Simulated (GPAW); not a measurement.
# NiO: band structure with PBE

**What was measured.**

“Local correlations, non-local screening, multiplets, and band formation in NiO”, 2012, arxiv:1210.6675 quotes, for a bulk crystal of NiO: band gap 4.3 eV.

Crystal: NiO.

```
CELL_PARAMETERS angstrom
0.00000 2.08590 2.08590
2.08590 0.00000 2.08590
2.08590 2.08590 0.00000
ATOMIC_POSITIONS crystal
Ni 0.00000 0.00000 0.00000
O 0.50000 0.50000 0.50000
```

```yaml
Program: GPAW 26.7.0
Task: band structure
Functional: PBE
Potentials_or_basis: GPAW PAW data sets (gpaw-data 1.2.1)
Basis: lcao:dzp
Grid_spacing: 0.2 Å
k_mesh: 8 × 8 × 8
Occupations: fermi-dirac, width 0.05 eV
Spin: collinear spin, ferromagnetic start
Starting_moments: "[1.0, 0.0] μB"
Maxiter: 150
Band_path: GXWKGLUWLK,UX
Band_points: 60
```

| Item | Value |
| --- | --- |
| Band gap along the path | none (metal or under the smearing width) |
| Net moment | 1.78 μB per cell |
| Site moments | Ni +1.47; O +0.21 μB |

Levels at the corners of the path, in eV from the Fermi level:
Spin up:
| point | band 8 | band 9 | band 10 | band 11 | band 12 | band 13 |
| --- | --- | --- | --- | --- | --- | --- |
| Γ | -3.20 | -3.16 | -2.72 | -2.72 | -2.72 | 1.27 |
| X | -3.59 | -2.85 | -2.28 | -1.68 | -1.68 | 5.86 |
| W | -2.42 | -1.96 | -1.96 | -1.68 | -1.30 | 8.31 |
| K | -2.67 | -1.90 | -1.80 | -1.57 | -1.22 | 7.58 |
| Γ | -3.20 | -3.16 | -2.72 | -2.72 | -2.72 | 1.27 |
| L | -2.00 | -2.00 | -1.45 | 0.28 | 0.28 | 5.34 |
| U | -2.67 | -1.90 | -1.80 | -1.57 | -1.22 | 7.58 |
| W | -2.42 | -1.96 | -1.96 | -1.68 | -1.30 | 8.31 |
| L | -2.00 | -2.00 | -1.45 | 0.28 | 0.28 | 5.34 |
| K | -2.67 | -1.90 | -1.80 | -1.57 | -1.22 | 7.58 |
| U | -2.67 | -1.90 | -1.80 | -1.57 | -1.22 | 7.58 |
| X | -3.59 | -2.85 | -2.28 | -1.68 | -1.68 | 5.86 |
Spin down:
```
point  band 8  band 9  band 10  band 11  band 12  band 13
    Γ   -1.89   -1.89    -1.89    -0.63    -0.63     1.66
    X   -2.86   -0.75    -0.75    -0.18     0.39     6.32
    W   -1.12   -1.11    -0.75     0.25     1.01     8.87
    K   -1.69   -0.88    -0.66     0.52     1.03     8.03
    Γ   -1.89   -1.89    -1.89    -0.63    -0.63     1.66
    L   -0.96   -0.96    -0.57     2.31     2.31     5.53
    U   -1.69   -0.88    -0.66     0.52     1.03     8.03
    W   -1.12   -1.11    -0.75     0.25     1.01     8.87
    L   -0.96   -0.96    -0.57     2.31     2.31     5.53
    K   -1.69   -0.88    -0.66     0.52     1.03     8.03
    U   -1.69   -0.88    -0.66     0.52     1.03     8.03
    X   -2.86   -0.75    -0.75    -0.18     0.39     6.32
```

It took 9.4 min on 1 thread of Intel(R) Xeon(R) Platinum 8488C (Sapphire Rapids) (shared host), peak memory 0.22 GiB.

Against the measured gap of NiO, 4.3 eV (quoted in “Local correlations, non-local screening, multiplets, and band formation in NiO”, 2012, arxiv:1210.6675), the calculated 0.00 eV is off by -4.30 eV. So large a miss can be the level of theory's own, or it may mean another phase, state or a wrong row. The value is that of PBE in an atomic basis (GPAW PAW data sets (gpaw-data 1.2.1), lcao:dzp), whose error adds to the functional's,, without temperature or zero-point motion. Semilocal functionals fall short of measured gaps as a rule. The run's magnetic order (collinear spin, ferromagnetic start) needn't be the measured crystal's.

Caveat: the basis of atomic orbitals isn't converged, which shifts pressures, moduli and gaps; a cell with one magnetic atom can't hold antiferromagnetic order, which such compounds often take; semilocal functionals often make such compounds metallic where correlation or magnetic order opens a gap, which also shifts bond lengths.
